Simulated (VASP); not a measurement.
# LiF (P4/mmm) in VASP: further runs, part 2 of 2

VASP 6.6.1. The steps go on from the part before.

## (4) Born charges and dielectric tensor, RPBE

The input, INCAR:

```
PREC = Accurate
ENCUT = 400
EDIFF = 1E-8
ISMEAR = 0
SIGMA = 0.05
LREAL = F
LASPH = T
NELM = 60
ALGO = Normal
ISIF = 2
LWAVE = F
LCHARG = F
GGA = RP
LEPSILON = T
IBRION = 8
```

The input, LiF.cif:

```cif
data_LiF
_cell_length_a 2.69516000
_cell_length_b 2.69516000
_cell_length_c 4.46346000
_cell_angle_alpha 90.00000000
_cell_angle_beta 90.00000000
_cell_angle_gamma 90.00000000
_space_group_name_H-M_alt 'P4/mmm'
_space_group_name_Hall '-P 4 2'
_space_group_IT_number 123
loop_
_space_group_symop_operation_xyz
'x,y,z'
'-x,-y,-z'
'-y,x,z'
'y,-x,-z'
'-x,-y,z'
'x,y,-z'
'y,-x,z'
'-y,x,-z'
'x,-y,-z'
'-x,y,z'
'-y,-x,-z'
'y,x,z'
'-x,y,-z'
'x,-y,z'
'y,x,-z'
'-y,-x,z'
loop_
_atom_site_label
_atom_site_type_symbol
_atom_site_symmetry_multiplicity
_atom_site_Wyckoff_symbol
_atom_site_fract_x
_atom_site_fract_y
_atom_site_fract_z
_atom_site_occupancy
Li1 Li 1 a 0.0000000000 0.0000000000 0.0000000000 1
F1 F 1 c 0.5000000000 0.5000000000 0.0000000000 1
```

The input, KPOINTS:

```
Automatic mesh
0
Gamma
  10 10 6
```

The input, POSCAR:

```
Li F 
 1.0000000000000000
     2.6951600000000000    0.0000000000000000    0.0000000000000000
     0.0000000000000000    2.6951600000000000    0.0000000000000000
     0.0000000000000000    0.0000000000000000    4.4634600000000004
 Li  F  
   1   1
Cartesian
  0.0000000000000000  0.0000000000000000  0.0000000000000000
  1.3475800000000000  1.3475800000000000  0.0000000000000000
```

Potentials or basis: VASP PAW PBE potentials, release 64 (Li_sv, F_s).

Run with:

```bash
> ase convert -i cif -o vasp LiF.cif POSCAR
> cat potpaw_PBE.64/Li_sv/POTCAR potpaw_PBE.64/F_s/POTCAR > POTCAR
> mpirun -np 1 vasp_std > vasp.out
```

OUTCAR:

```text
PREC = Accurate
   ENCUT = 400
   EDIFF = 1E-8
   ISMEAR = 0
   LREAL = F
   LASPH = T
   NELM = 60
   ISIF = 2
   GGA = RP
   LEPSILON = T
   IBRION = 8

 ion  position               nearest neighbor table
   1  0.000  0.000  0.000-   2 1.91   2 1.91   2 1.91   2 1.91
   2  0.500  0.500  0.000-   1 1.91   1 1.91   1 1.91   1 1.91

  LATTYP: Found a simple tetragonal cell.
 ALAT       =     2.6951600000
 C/A-ratio  =     1.6561020496

  Lattice vectors:

 A1 = (   2.6951600000,   0.0000000000,   0.0000000000)
 A2 = (   0.0000000000,   2.6951600000,   0.0000000000)
 A3 = (   0.0000000000,   0.0000000000,   4.4634600000)

Analysis of symmetry for initial positions (statically):
=====================================================================
 Subroutine PRICEL returns:
 Original cell was already a primitive cell.

 Routine SETGRP: Setting up the symmetry group for a
 simple tetragonal supercell.

 Subroutine GETGRP returns: Found 16 space group operations
 (whereof 16 operations were pure point group operations)
 out of a pool of 16 trial point group operations.

The static configuration has the point symmetry D_4h.

Analysis of symmetry for dynamics (positions and initial velocities):
=====================================================================
 Subroutine PRICEL returns:
 Original cell was already a primitive cell.

 Routine SETGRP: Setting up the symmetry group for a
 simple tetragonal supercell.

 Subroutine GETGRP returns: Found 16 space group operations
 (whereof 16 operations were pure point group operations)
 out of a pool of 16 trial point group operations.

The dynamic configuration has the point symmetry D_4h.

 Subroutine INISYM returns: Found 16 space group operations
 (whereof 16 operations are pure point group operations),
 and found     1 'primitive' translations

----------------------------------------------------------------------------------------

                                     Primitive cell

  volume of cell :      32.4221

  direct lattice vectors                    reciprocal lattice vectors
     2.695160000  0.000000000  0.000000000     0.371035486  0.000000000  0.000000000
     0.000000000  2.695160000  0.000000000     0.000000000  0.371035486  0.000000000
     0.000000000  0.000000000  4.463460000     0.000000000  0.000000000  0.224041439

  length of vectors
     2.695160000  2.695160000  4.463460000     0.371035486  0.371035486  0.224041439

[... 496 lines left out ...]

------------------------ aborting loop because EDIFF is reached ----------------------------------------

--------------------------------------- Ionic step        7  -------------------------------------------

------------------------ aborting loop because EDIFF is reached ----------------------------------------

[... ionic steps 8 to 8 ...]

--------------------------------------- Ionic step        9  -------------------------------------------

 Free energy of the ion-electron system (eV)
  ---------------------------------------------------
  ---------------------------------------------------
  free energy    TOTEN  =        -0.36021732 eV

  energy without entropy =       -0.36021732

------------------------ aborting loop because EDIFF is reached ----------------------------------------

 INTERNAL STRAIN TENSOR  FOR ION    2  DIRECTION 3   (eV/Angst):
 -----------------------------------------------------------------------------
    -0.00090  0.00000  0.00000
     0.00000 -0.00090 -0.00000
     0.00000 -0.00000  0.00520

 MACROSCOPIC STATIC DIELECTRIC TENSOR (including local field effects in DFT)
 ------------------------------------------------------
           1.555499     0.000000     0.000000
           0.000000     1.555499     0.000000
           0.000000     0.000000     1.489026
 ------------------------------------------------------

 PIEZOELECTRIC TENSOR (including local field effects)  for field in x, y, z        (e  Angst)
          XX          YY          ZZ          XY          YZ          ZX
  --------------------------------------------------------------------------------
  x     0.00000     0.00000     0.00000     0.00000     0.00000     0.00000
  y     0.00000     0.00000     0.00000     0.00000     0.00000     0.00000
  z     0.00000     0.00000     0.00000     0.00000     0.00000     0.00000

 PIEZOELECTRIC TENSOR (including local field effects)  for field in x, y, z        (C/m^2)
          XX          YY          ZZ          XY          YZ          ZX
  --------------------------------------------------------------------------------
  x     0.00000     0.00000     0.00000     0.00000     0.00000     0.00000
  y     0.00000     0.00000     0.00000     0.00000     0.00000     0.00000
  z     0.00000     0.00000     0.00000     0.00000     0.00000     0.00000

 BORN EFFECTIVE CHARGES (including local field effects) (in |e|, cummulative output)
 ---------------------------------------------------------------------------------
 ion    1
    1     1.07557     0.00000     0.00000
    2     0.00000     1.07557     0.00000
    3     0.00000     0.00000     0.67846
 ion    2
    1    -1.07557     0.00000     0.00000
    2     0.00000    -1.07557     0.00000
    3     0.00000     0.00000    -0.67846

 INTERNAL STRAIN TENSOR FOR ION    2 for displacements in x,y,z  (eV/Angst):
          X           Y           Z          XY          YZ          ZX
  --------------------------------------------------------------------------------
  x     0.00000     0.00000     0.00000     0.00000     0.00000     0.00000
  y     0.00000     0.00000     0.00000     0.00000     0.00000     0.00000
  z     0.00000     0.00000     0.00000     0.00000     0.00000     0.00000

 SECOND DERIVATIVES (NOT SYMMETRIZED)
 ------------------------------------
               1X          1Y          1Z          2X          2Y          2Z
  1X    -4.210989    0.000000    0.000000    4.210989    0.000000    0.000000
  1Y     0.000000   -4.210989    0.000000    0.000000    4.210989    0.000000
  1Z     0.000000    0.000000   -2.123291    0.000000    0.000000    2.123291
  2X     4.062432    0.000000    0.000000   -4.062432    0.000000    0.000000
  2Y     0.000000    4.062432    0.000000    0.000000   -4.062432    0.000000
  2Z     0.000000    0.000000    2.004640    0.000000    0.000000   -2.004640

 Eigenvectors and eigenvalues of the dynamical matrix
 ----------------------------------------------------

   1 f  =   14.109844 THz    88.654764 2PiTHz  470.653731 cm-1    58.353599 meV
             X         Y         Z           dx          dy          dz
      0.000000  0.000000  0.000000    -0.858749    0.000000    0.000000
      1.347580  1.347580  0.000000     0.512396    0.000000    0.000000
[... 21 lines left out ...]
   6 f/i=    0.125747 THz     0.790090 2PiTHz    4.194458 cm-1     0.520046 meV
             X         Y         Z           dx          dy          dz
      0.000000  0.000000  0.000000     0.000000    0.000000   -0.508369
      1.347580  1.347580  0.000000     0.000000    0.000000   -0.861140

--------------------------------------------------------------------------------------------------------

 MACROSCOPIC STATIC DIELECTRIC TENSOR IONIC CONTRIBUTION
 ------------------------------------------------------
           1.560553     0.000000     0.000000
           0.000000     1.560553    -0.000000
           0.000000    -0.000000     1.244200
 ------------------------------------------------------

 ELASTIC MODULI CONTR FROM IONIC RELAXATION (kBar)
 Direction    XX          YY          ZZ          XY          YZ          ZX
 --------------------------------------------------------------------------------
 XX           0.0000      0.0000      0.0000      0.0000      0.0000      0.0000
 YY           0.0000      0.0000      0.0000      0.0000      0.0000      0.0000
 ZZ           0.0000      0.0000      0.0000      0.0000      0.0000      0.0000
 XY           0.0000      0.0000      0.0000      0.0000      0.0000      0.0000
 YZ           0.0000      0.0000      0.0000      0.0000      0.0000      0.0000
 ZX           0.0000      0.0000      0.0000      0.0000      0.0000      0.0000
 --------------------------------------------------------------------------------

 PIEZOELECTRIC TENSOR IONIC CONTR  for field in x, y, z        (C/m^2)
          XX          YY          ZZ          XY          YZ          ZX
  --------------------------------------------------------------------------------
  x     0.00000     0.00000     0.00000     0.00000     0.00000     0.00000
  y     0.00000     0.00000     0.00000     0.00000     0.00000     0.00000
  z     0.00000     0.00000     0.00000     0.00000     0.00000     0.00000
```

It took 2.5 min on 1 thread of Intel Xeon 6975P-C (Granite Rapids), shared host; peak memory 0.2 GiB.

The run converged, but a check on its numbers failed (symmetry, net force, bounds or a known fault of this set-up), so they aren't taken as properties of the crystal.

Caveat: the cutoff lies under the usual one of these potentials, so the numbers hold a large basis-set error.

## (5) For comparison

An earlier run on the cell as given: functional PBE; potentials or basis VASP PAW PBE potentials, release 64 (Li_sv, F); cutoff 520 eV; k mesh 10 × 10 × 6; occupations fermi-dirac, width 0.05 eV; no spin polarisation.

- Band gap on the k mesh: 5.77 eV, indirect (least direct gap 6.13 eV)

## (6) Overview

| task | level | potentials or basis | k mesh | cutoff (eV) | smearing | mesh quality | gap on the mesh (eV) |
| --- | --- | --- | --- | --- | --- | --- | --- |
| Wannier functions by SCDM | LDA | VASP PAW LDA potentials, release 64 (Li_sv, F) | 5 × 5 × 3 | 520 | gaussian 0.01 eV | coarse | 5.75 |
| equation of state | PBE | VASP PAW PBE potentials, release 64 (Li, F) | 10 × 10 × 6 | 500 | fermi-dirac 0.05 eV | not flagged | - |
| single point | PBE | VASP PAW PBE potentials, release 64 (Li_sv, F) | 10 × 10 × 6 | 520 | fermi-dirac 0.05 eV | not flagged | 5.77 |

Alike in all rows: no spin polarisation; cell as given.

Caveats: some runs use coarse meshes; the cell was scaled at fixed shape and fractional positions, which overstates the stiffness of a crystal with free parameters, most of all of layers and chains (some runs).

Absolute energies hang on the potentials; compare differences alone.
